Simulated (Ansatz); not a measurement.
# MgO (Fm-3m) in Ansatz: notebook, part 2 of 2

Ansatz 0.2.0. The steps go on from the part before.

## 3. Relaxation of cell and atoms, PBEsol, target pressure 20 GPa, at which the enthalpy is minimised

Input file input.yaml:

```yaml
crystal:
  lattice:
    - [0.0, 2.0970013927, 2.0970013927]
    - [2.0970013927, 0.0, 2.0970013927]
    - [2.0970013927, 2.0970013927, 0.0]
  atoms:
    - { symbol: Mg, position: [0.0, 0.0, 0.0] }
    - { symbol: O, position: [0.5, 0.5, 0.5] }
kpoints:
  mp_grid: { grid: [11, 11, 11] }
scf:
  occupations: { method: fermi_dirac, width: 0.05 }
hamiltonian:
  xc: pbesol
  pseudopotentials: { kind: all_electron, lapw: { basis_error: 0.001 } }
output:
  forces: true
  stress: true
relax:
  f_tol: 0.01
  max_steps: 60
  cell: { p_target: 20 }
```

Potentials or basis: all-electron LAPW, scalar-relativistic.

The run is started by

```
ansatz run input.yaml --threads 1 --pin off --max-ram 3072MiB --backend cpu --events-out ev --progress --plain --runs-dir out
```

Standard output:

```text
Warning: RAYON_NUM_THREADS=1 ignored (pool sized by the plan → 1); use --threads N
The last accepted step is kept in <dir> (removed where the run ends without a failure and the disk answers)
LAPW: plane waves up to 9.421 Å⁻¹, error target 1.0e-3 eV per atom; small_component_spin mean_spin; O in spheres of 0.996 Å, 8 of its electrons in bands, Dirac shells []; Mg in spheres of 1.038 Å, 10 of its electrons in bands, Dirac shells [] (how accurate: hamiltonian.pseudopotentials.lapw.basis_error, Limitations)
Engine: ansatz 0.2.0, aarch64-unknown-linux-gnu
Pseudopotentials: kind: all_electron
Pseudopotential: Mg, LAPW, valence charge 10, lapw/all_electron/scalar/gaussian/Mg, Koelling and Harmon's equation, gaussian nucleus
Pseudopotential: O, LAPW, valence charge 8, lapw/all_electron/scalar/gaussian/O, Koelling and Harmon's equation, gaussian nucleus
Functional definition: PBEsol
  exchange = pbesol_x
  correlation = pbesol_c
Crystal: 2 atoms, lattice volume = 18.443 Å³
Basis set: ecut = 338.16966148709105 eV, 259 PW (Γ), exchange–correlation at level 2
Bands: 13, of which v1, the nominal top of the filled ones, is band 9 counted from 1 (8 counted from 0)
Symmetry: 48 space group operations
Space group: Fm-3m (ITA 225), of the structure as read, at distance tolerance 2.6e-5 Å
k-points: 56 of 1331
Non-local potential: Mg, projectors of the file, none
Non-local potential: O, projectors of the file, none
Initial density: superposition of atomic densities (chi_scale 0.1, normalization cell, long waves kept (reshape's long-wave potential 0.00 eV rms))
Initial wavefunctions: plane waves of lowest kinetic energy (no species holds an atomic orbital)
Functional: x = pbesol(κ = 0.804, μ = 0.12345679012345678), c = pbesol(β = 0.046)
iter 1 solved again at ethr=1.29e-2 eV; its pass at ethr=1.00e-1 eV (dr2=2.32e0 eV) is discarded
SCF iter   1: F=—  HF=-7485.857793 eV  |F-HF|=—  |Δ(HF+E_count)|=         —  Δρ=1.08e-1  dr2=2.32e0  ethr=1.29e-2  ⟨swp⟩=2.0  Hψ=4818  notcnv=0
preconditioner: auto → none  [insulator: Δε(μ)=6.634 eV  Ē_g=20.252 eV  σ=0.050 eV  W_gap=1.00  n_scr=8 (ndim 8)  ℏωp=24.5 eV  f_vac=0.000  D(μ)=0.00/eV (n_scr^D=0)  ε∞_Penn≈2.5]
iter 2 solved again at ethr=2.78e-4 eV; its pass at ethr=1.29e-2 eV (dr2=5.00e-2 eV) is discarded
SCF iter   2: F=—  HF=-7484.693847 eV  |F-HF|=—  |Δ(HF+E_count)|=    1.16e0  Δρ=2.29e-2  dr2=4.99e-2  ethr=2.78e-4  ⟨swp⟩=2.1  Hψ=3866  notcnv=0
SCF iter   3: F=—  HF=-7484.419505 eV  |F-HF|=—  |Δ(HF+E_count)|=   2.74e-1  Δρ=1.55e-2  dr2=4.81e-2  ethr=2.77e-4  ⟨swp⟩=3.0  Hψ=2357  notcnv=0
SCF iter   4: F=—  HF=-7484.412862 eV  |F-HF|=—  |Δ(HF+E_count)|=         —  Δρ=5.32e-4  dr2=1.76e-5  ethr=2.67e-4  ⟨swp⟩=2.0  Hψ=2162  notcnv=0
the basis was enlarged: its passes take 167.4 KiB over the memory plan, 1 of 1 planned eigensolver slots
SCF iter   5: F=—  HF=-7484.412876 eV  |F-HF|=—  |Δ(HF+E_count)|=   1.37e-5  Δρ=1.21e-4  dr2=1.56e-6  ethr=9.78e-8  ⟨swp⟩=3.0  Hψ=2127  notcnv=0
SCF iter   6: F=—  HF=-7484.412883 eV  |F-HF|=—  |Δ(HF+E_count)|=   6.52e-6  Δρ=1.38e-5  dr2=2.84e-8  ethr=8.67e-9  ⟨swp⟩=2.4  Hψ=1980  notcnv=0
SCF iter   7: F=-7484.412882 eV  HF=-7484.412882 eV  |F-HF|=9.23e-10  |Δ(HF+E_count)|=   2.26e-7  Δρ=2.63e-6  dr2=1.11e-9  ethr=1.58e-10  ⟨swp⟩=2.2  Hψ=1970  notcnv=0
SCF 1 converged in 7 iterations: F = -7484.412882 eV  dr2 = 1.11e-9
relax step   1: F+E_penalty+E_count = -7484.41288242 eV  Δ(F+E_penalty+E_count) = +0.000e0 eV  max|allowed force component| = 7.765e-31 eV/Å  Δτ_max = 0.0000 Å  P = +2.410 GPa  Ω = 18.443 Å³  (7 SCF iters, accepted)
Crystal: 2 atoms, lattice volume = 17.636 Å³
Basis set: ecut = 348.40283950654515 eV, 259 PW (Γ), exchange–correlation at level 2
[... 8 lines left out ...]
SCF iter   4: F=—  HF=-7484.380915 eV  |F-HF|=—  |Δ(HF+E_count)|=   2.63e-7  Δρ=3.07e-5  dr2=1.49e-7  ethr=8.26e-10  ⟨swp⟩=2.0  Hψ=3416  notcnv=0
SCF iter   5: F=-7484.380915 eV  HF=-7484.380915 eV  |F-HF|=1.58e-9  |Δ(HF+E_count)|=   7.40e-8  Δρ=4.09e-6  dr2=2.31e-9  ethr=8.26e-10  ⟨swp⟩=2.0  Hψ=1960  notcnv=0
SCF 2 converged in 5 iterations: F = -7484.380915 eV  dr2 = 2.31e-9
relax step   2: F+E_penalty+E_count = -7484.38091520 eV  Δ(F+E_penalty+E_count) = +3.197e-2 eV  max|allowed force component| = 7.560e-31 eV/Å  Δτ_max = 0.0000 Å  P = +10.592 GPa  Ω = 17.636 Å³  (5 SCF iters, accepted)
Crystal: 2 atoms, lattice volume = 16.792 Å³
Basis set: ecut = 359.9820031224342 eV, 259 PW (Γ), exchange–correlation at level 2
iter 1 solved again at ethr=2.70e-7 eV; its pass at ethr=1.00e-1 eV (dr2=4.86e-5 eV) is discarded
SCF iter   1: F=—  HF=-7484.297947 eV  |F-HF|=—  |Δ(HF+E_count)|=         —  Δρ=5.84e-4  dr2=4.61e-5  ethr=2.70e-7  ⟨swp⟩=4.4  Hψ=4426  notcnv=0
preconditioner: auto → none  [insulator: Δε(μ)=5.741 eV  Ē_g=19.660 eV  σ=0.050 eV  W_gap=1.00  n_scr=8 (ndim 8)  ℏωp=25.6 eV  f_vac=0.000  D(μ)=0.00/eV (n_scr^D=0)  ε∞_Penn≈2.7]
SCF iter   2: F=—  HF=-7484.297872 eV  |F-HF|=—  |Δ(HF+E_count)|=   7.49e-5  Δρ=3.80e-4  dr2=2.28e-5  ethr=2.56e-7  ⟨swp⟩=2.9  Hψ=2067  notcnv=0
SCF iter   3: F=—  HF=-7484.297872 eV  |F-HF|=—  |Δ(HF+E_count)|=   4.03e-7  Δρ=1.43e-4  dr2=2.94e-6  ethr=1.27e-7  ⟨swp⟩=2.0  Hψ=1960  notcnv=0
[... 13 lines left out ...]
SCF 4 converged in 3 iterations: F = -7484.310994 eV  dr2 = 3.39e-8
relax step   4: F+E_penalty+E_count = -7484.31099424 eV  Δ(F+E_penalty+E_count) = -1.312e-2 eV  max|allowed force component| = 8.020e-30 eV/Å  Δτ_max = 0.0000 Å  P = +19.919 GPa  Ω = 16.894 Å³  (3 SCF iters, accepted)
Crystal: 2 atoms, lattice volume = 16.888 Å³
Basis set: ecut = 358.6154608749216 eV, 259 PW (Γ), exchange–correlation at level 2
iter 1 solved again at ethr=1.72e-10 eV; its pass at ethr=1.00e-1 eV (dr2=3.09e-8 eV) is discarded
SCF iter   1: F=—  HF=-7484.310265 eV  |F-HF|=—  |Δ(HF+E_count)|=         —  Δρ=1.38e-5  dr2=2.83e-8  ethr=1.72e-10  ⟨swp⟩=4.8  Hψ=4095  notcnv=0
preconditioner: auto → none  [insulator: Δε(μ)=5.672 eV  Ē_g=19.584 eV  σ=0.050 eV  W_gap=1.00  n_scr=8 (ndim 8)  ℏωp=25.6 eV  f_vac=0.000  D(μ)=0.00/eV (n_scr^D=0)  ε∞_Penn≈2.7]
SCF iter   2: F=-7484.310271 eV  HF=-7484.310271 eV  |F-HF|=3.09e-9  |Δ(HF+E_count)|=   6.35e-6  Δρ=6.36e-6  dr2=5.67e-9  ethr=1.57e-10  ⟨swp⟩=3.0  Hψ=2383  notcnv=0
SCF 5 converged in 2 iterations: F = -7484.310271 eV  dr2 = 5.67e-9
relax step   5: F+E_penalty+E_count = -7484.31027098 eV  Δ(F+E_penalty+E_count) = +7.233e-4 eV  max|allowed force component| = 3.287e-31 eV/Å  Δτ_max = 0.0000 Å  P = +19.999 GPa  Ω = 16.888 Å³  (2 SCF iters, accepted)
iter 1 solved again at ethr=3.11e-11 eV; its pass at ethr=1.00e-1 eV (dr2=5.61e-9 eV) is discarded
SCF iter   1: F=—  HF=-7484.310265 eV  |F-HF|=—  |Δ(HF+E_count)|=         —  Δρ=6.28e-6  dr2=5.52e-9  ethr=3.11e-11  ⟨swp⟩=3.2  Hψ=3824  notcnv=0
preconditioner: auto → none  [insulator: Δε(μ)=5.671 eV  Ē_g=19.584 eV  σ=0.050 eV  W_gap=1.00  n_scr=8 (ndim 8)  ℏωp=25.6 eV  f_vac=0.000  D(μ)=0.00/eV (n_scr^D=0)  ε∞_Penn≈2.7]
SCF iter   2: F=-7484.310271 eV  HF=-7484.310271 eV  |F-HF|=9.05e-10  |Δ(HF+E_count)|=   6.35e-6  Δρ=3.56e-6  dr2=1.78e-9  ethr=3.06e-11  ⟨swp⟩=3.0  Hψ=2408  notcnv=0
SCF 6 converged in 2 iterations: F = -7484.310271 eV  dr2 = 1.78e-9
relax step   6: F+E_penalty+E_count = -7484.31027101 eV  Δ(F+E_penalty+E_count) = -2.593e-8 eV  max|allowed force component| = 6.985e-31 eV/Å  Δτ_max = 0.0000 Å  P = +19.999 GPa  Ω = 16.888 Å³  stress off target by 1.14e-3 GPa  SCF on the basis re-selected at this cell (its energy is not comparable with the rows above)  (2 SCF iters)
basis re-selected at this cell: Δ(F+E_penalty+E_count) = -2.593e-8 eV, ΔP = -0.000 GPa vs the last step (what re-selecting the basis moved, after the strain that the cell walked since its last selection, with what the two solves' SCF thresholds leave and, on support functions, any second-order correction that the steps lacked; it is no measure of the basis error at this ecutwfc). This SCF's stress stands 1.14e-3 GPa from its target on what of the cell is left free (relax.cell.stress_tol is 5.00e-2 GPa) and its largest allowed force component is 6.98e-31 eV/Å (relax.f_tol is 1.00e-2 eV/Å): within both
SCF converged after 2 iterations
Free energy (F): -7484.310271 eV
Harris-Foulkes:  -7484.310271 eV  (|F-HF|=9.05e-10)
Internal energy: -7484.310271 eV  (E = F + TS)
E sigma→0 (E₀):  -7484.310271 eV
Fermi energy:    11.912977 eV
--- Per-component energies (eV) ---
  E_band       = -1260.075607
  E_kinetic    = 7491.800432
  E_xc         = -666.280539
  E_electrostatic = -14309.830164  (all electrons and nuclei)
  E_smearing   = -0.000000  (= −TS)
  E_closure    = 0.000000  (closes the sum)
  E_atoms      = -7471.950774  (free atoms, spherical and without spin; not in F)
  Σ components = -7484.310271   (vs F -7484.310271, Δ=0.00e0)
  Basis errors (estimates in eV, not in F): energy 4.0e-4 per atom: plane waves 3.6e-4 (2.0e-4 summed), levels above the bands 2.8e-118, relativity 3.7e-8, radial functions 3.5e-5, core shells 3.7e-11; eigenvalues (radial functions only) 1.2e-5; not estimated: angular momenta, meshes, grids; target (lapw.basis_error) 1.0e-3; muffin-tin radii O 0.967 Å, Mg 1.008 Å
--- Forces (eV/Å), atoms counted from 1 ---
  atom   1  Mg    -0.00000000     0.00000000    -0.00000000
  atom   2  O      0.00000000    -0.00000000    -0.00000000
  max |Σ_I F_I| component: 1.23e-30 eV/Å
--- Stress (GPa, compression-positive) ---
       19.998861      -0.000000      -0.000000
       -0.000000      19.998861       0.000000
       -0.000000       0.000000      19.998861
  P = ⅓ Tr σ = 19.9989 GPa (199.989 kbar)
--- Relaxed structure (5 steps of the walk, 5 accepted, 1 SCFs on fresh bases) ---
  F+E_penalty+E_count = -7484.31027101 eV   max|allowed force component| = 6.985e-31 eV/Å   (the final SCF, on the basis selected at the relaxed cell)
  cell:  # Å, volume = 16.8882 Å³
    - [-2.6949767419089217e-34, 2.036345830289903, 2.036345830289903]
    - [2.036345830289903, 8.514846985731854e-34, 2.036345830289903]
    - [2.036345830289903, 2.036345830289903, 7.643058049343391e-35]
  atoms:
    - { symbol: Mg, position: [-1.9133769127540107e-35, 1.339363838927615e-35, 1.9133769127539021e-35] }
    - { symbol: O, position: [0.5, 0.5, 0.5] }
```

Wall time 16 s (1 thread of Arm Neoverse V2, shared host); peak memory 0.28 GiB.

What came out:

* Free energy: -7484.3103 eV
* Relaxed volume: 8.44 Å³/atom
* Relaxed cell: a = 2.880 Å, b = 2.880 Å, c = 2.880 Å, α = 60.00°, β = 60.00°, γ = 60.00°
* Space group after relaxing (to 0.05 Å): Fm-3m (No. 225)
* Energy change on relaxing (the enthalpy is what falls): +51.3 meV/atom
* Ionic steps: 6
* Pressure after relaxing: 20.0 GPa
* Band gap on the k mesh: 5.67 eV

Step by step:
```tsv
step	energy change (eV)	largest force (eV/Å)	volume (Å³)
1	0.0000	0.0000	18.44
2	0.0320	0.0000	17.64
3	0.1150	0.0000	16.79
4	0.1019	0.0000	16.89
5	0.1026	0.0000	16.89
6	0.1026	0.0000	16.89
```

Final structure:
```
Mg O
1.0
     0.00000    2.03635    2.03635
     2.03635    0.00000    2.03635
     2.03635    2.03635    0.00000
Mg O
1 1
Direct
  0.00000 0.00000 0.00000
  0.50000 0.50000 0.50000
```

Caveat: an odd mesh through Γ misses points on the zone boundary, where band edges often lie.

## 4. Relaxation of cell and atoms, PBEsol, target pressure 30 GPa, at which the enthalpy is minimised

input.yaml, as its differences from that of step 3:

```diff
@@ -21,2 +21,2 @@
   max_steps: 60
-  cell: { p_target: 20 }
+  cell: { p_target: 30 }
```

The run is started by

```
ansatz run input.yaml --threads 1 --pin off --max-ram 3072MiB --backend cpu --events-out ev --progress --plain --runs-dir out
```

It took 16 s on 1 thread of Arm Neoverse V2, shared host; peak memory 0.28 GiB.

It converged, with:

- Free energy: -7484.2090 eV
- Relaxed volume: 8.12 Å³/atom
- Relaxed cell: a = 2.842 Å, b = 2.842 Å, c = 2.842 Å, α = 60.00°, β = 60.00°, γ = 60.00°
- Space group after relaxing (to 0.05 Å): Fm-3m (No. 225)
- Energy change on relaxing (the enthalpy is what falls): +101.9 meV/atom
- Ionic steps: 6
- Pressure after relaxing: 30.0 GPa
- Band gap on the k mesh: 6.11 eV

Step by step:
```
step  energy change (eV)  largest force (eV/Å)  volume (Å³)
   1              0.0000                0.0000        18.44
   2              0.0690                0.0000        17.19
   3              0.2379                0.0000        16.06
   4              0.2014                0.0000        16.25
   5              0.2039                0.0000        16.24
   6              0.2039                0.0000        16.24
```

Final structure:
```xyz
2
Lattice="0.0000 2.0098 2.0098 2.0098 0.0000 2.0098 2.0098 2.0098 0.0000" Properties=species:S:1:pos:R:3 pbc="T T T"
Mg    0.0000    0.0000    0.0000
O     2.0098    2.0098    2.0098
```

Caveat: an odd mesh through Γ misses points on the zone boundary, where band edges often lie.

## 5. The runs side by side

```tsv
cell	gap on the mesh (eV)	pressure (GPa)
relaxed to 10 GPa	5.18	10.0
relaxed to 20 GPa	5.67	20.0
relaxed to 30 GPa	6.11	30.0
```

Alike in all rows: task relaxation of cell and atoms; level PBEsol; potentials or basis all-electron LAPW, scalar-relativistic; no spin polarisation; k mesh 11 × 11 × 11; smearing fermi-dirac 0.05 eV; basis error allowed 0.001 eV/atom.

Caveats: an odd mesh through Γ misses points on the zone boundary, where band edges often lie.

Compare energies only between runs with the same functional and basis.
